Question: Which function is which in germanium, and where are the bonds?

I have eight Wannier functions from an LDA calculation on crystalline germanium. As I understand it, they are localised functions from which the bands can be rebuilt. The run started from one s and three p functions on the first Ge atom, followed by the same four on the second, and numbered the results 1 to 8. Nearest neighbours are 2.45 Å apart.

My copy has lost the numbers and the order of the rows. Function a, function b and function c give the centre of each function as fractions of the three cell edges. Function spread is the mean squared distance of the function's density from that centre.

Wannier functions of germanium (two-atom cell) from OpenMX 3.8.5, using LDA (PW92), pseudopotentials and the Ge8.0-s3p2d2 basis. The k mesh is 9×9×9 for the density and 6×6×6 for the Wannier functions. Relative to the Fermi energy, the outer energy window runs from −12.97 to 22 eV and the inner one from −12.97 to 0.5 eV. Candidates: 7, 2, 3, 1, 4, 5, 6, 8.

```
row  function a (fractional)  function b (fractional)  function c (fractional)  function spread (angstrom^2)
  A                    0.750                    0.750                    0.750                         1.870
  B                    0.750                    0.750                    0.750                         1.268
  C                    0.500                    0.500                    0.500                         1.870
  D                    0.750                    0.750                    0.750                         1.870
  E                    0.500                    0.500                    0.500                         1.870
  F                    0.500                    0.500                    0.500                         1.870
  G                    0.750                    0.750                    0.750                         1.870
  H                    0.500                    0.500                    0.500                         1.268
```

Can the numbers be recovered from these values? And do the centres show where the bonds are?

Answer:

Start with the centres, because they sort the rows before any chemistry is needed. A, B, D and G share one point, and C, E, F and H share another. The two points differ by 0.25 along each cell edge. The edges are 4.001 Å long and meet at 60°, so the sum of all three has a length of √6 edges:

distance = 0.25 × √6 × 4.001 Å = 2.45 Å

That is the distance between neighbouring atoms. Since the starting functions sat on atoms, the natural reading is that each group of four still belongs to one atom. Bond orbitals would look different. The cell has four bonds, so a bonding and an antibonding function for each would give four centres with two functions apiece, not two centres with four.

Now look at the spreads within each group. B and H are tight, at 1.268 Å², while the other six share a wider value of 1.870 Å². Each atom therefore has one function of its own kind and three that match. This is the pattern of one s and three p functions in tetrahedral surroundings: a one-third turn about a bond carries the three p functions into one another, so their spreads must be equal.

The size of the spreads tells the same story. In a free germanium atom the 4s electron comes closer to the nucleus than the 4p electron, feels more of its charge and is held more tightly. The order seen here is thus already present in the atom and is no measure of bonding. The exact spreads also depend on the energy window and the mesh used to build the functions, but the pattern of one plus three follows from the s and p starting functions together with the symmetry of the site.

So B and H are surely the two s-like functions, and the other six are p-like. It is also sure which functions share an atom. What stays open is which atom came first, because the two Ge atoms are equivalent and carry identical sets of spreads. The order of the three p functions on each atom is open too. That leaves 2 × 6 × 6 = 72 possible numberings, out of the 40,320 ways to order eight rows.

Here are the numbers:

The rows with their labels:

```
row  function a (fractional)  function b (fractional)  function c (fractional)  function spread (angstrom^2)
  1                    0.750                    0.750                    0.750                         1.268
  2                    0.750                    0.750                    0.750                         1.870
  3                    0.750                    0.750                    0.750                         1.870
  4                    0.750                    0.750                    0.750                         1.870
  5                    0.500                    0.500                    0.500                         1.268
  6                    0.500                    0.500                    0.500                         1.870
  7                    0.500                    0.500                    0.500                         1.870
  8                    0.500                    0.500                    0.500                         1.870
```

B is function 1 and H is function 5, so the atom with the larger coordinates came first. A, D and G are 2, 3 and 4 in some order, and C, E and F are 6, 7 and 8 in some order; the labelled rows are alike within each trio, so they cannot be matched one by one. The numbers settle the order of the atoms, but they still do not say which p function points along which axis. In gallium arsenide, where the two atoms differ, symmetry would no longer force the two sets of spreads to be equal, and their sizes could help to tell the atoms apart.

Your second question needs more care, because germanium certainly has directed bonds although no function here is centred on one. A p function has two opposite lobes of equal density, so its centre lies on the nucleus. An s function is centred there as well. A function that leans strongly towards a neighbour is obtained by mixing s and p on the same atom, as in the familiar sp³ hybrid:

h = ½ (s + px + py + pz)

On one side of the nucleus the s and p parts add up, and on the other they partly cancel. The density therefore moves to one side. The bonds of the two atoms point in opposite directions, so the signs of the p parts must be chosen to suit the atom if that side is to face a neighbour.

The table allows an estimate of what this mixing does to the size. Let r be the position measured from the nucleus, with angle brackets for the average over the function's density. Then

spread = ⟨r²⟩ − |⟨r⟩|²

For the s and p functions the second term is zero, so their listed spreads are also their values of ⟨r²⟩. The hybrid is one quarter s and three quarters p. The cross terms in ⟨r²⟩ vanish by symmetry, which leaves

⟨r²⟩ of the hybrid = (1.268 + 3 × 1.870) / 4 = 1.72 Å²

This is the mean of the four functions on the atom, so mixing leaves their average size about the nucleus unchanged. The gain comes from the second term: once the centre moves off the nucleus, the spread falls below 1.72 Å² by the square of the shift. Apart from the error of the finite mesh, the estimate is thus an upper limit for the spread of a hybrid, and the size of the shift would have to be calculated.

Four hybrids on an atom would also have equal spreads and displaced centres. The table shows neither, although its digits would reveal a shift of about 0.005 Å. The listed functions are therefore s and p functions, not hybrids. Since s and p on one atom should give a real shift when mixed, theory suggests that this is not the most compact set that could be built from the same bands.

The bonds appear only when functions on neighbouring atoms are combined. In phase, they pile up density between the atoms and give bonding states; out of phase, they give antibonding states. The cell has eight electrons, enough to fill four bands with pairs, but there are eight functions. The set therefore spans both kinds of state, and no single row should be read as a filled orbital or as a bond.

One fault of the calculation matters at this point. It finds no gap between filled and empty states on its mesh, whereas real germanium is a semiconductor; LDA is known to close or nearly close this gap. The assignment is unaffected, because it rests on centres and symmetry, but the set should not be used to judge the gap. The output below checks the grouping of the eight rows and repeats the estimate for the hybrid.

Printed output of the fit:

```
Functions on the centre with the larger coordinates: 4
Tight functions on the centre with the larger coordinates: 1
Tight functions on the centre with the smaller coordinates: 1
Wide functions on each centre, mean number: 3
Step between the two centres along each cell edge, fractional: 0.25
Distance between the two centres, angstrom: 2.45
Half of that distance, angstrom: 1.225
Coordinate of the midpoint between the two centres, fractional: 0.625
Largest shift of a centre that rounding could hide, angstrom: 0.0049
Spread of a tight function, angstrom^2: 1.268
Spread of a wide function, angstrom^2: 1.87
Wide less tight spread, angstrom^2: 0.602
Ratio of wide to tight spread: 1.475
Root of the tight spread, angstrom: 1.126
Root of the wide spread, angstrom: 1.367
Mean squared distance from the nucleus for an sp3 hybrid, angstrom^2: 1.72
Sum of all eight spreads, angstrom^2: 13.76
Filled bands for paired electrons: 4
Functions beyond the number of filled bands: 4
```
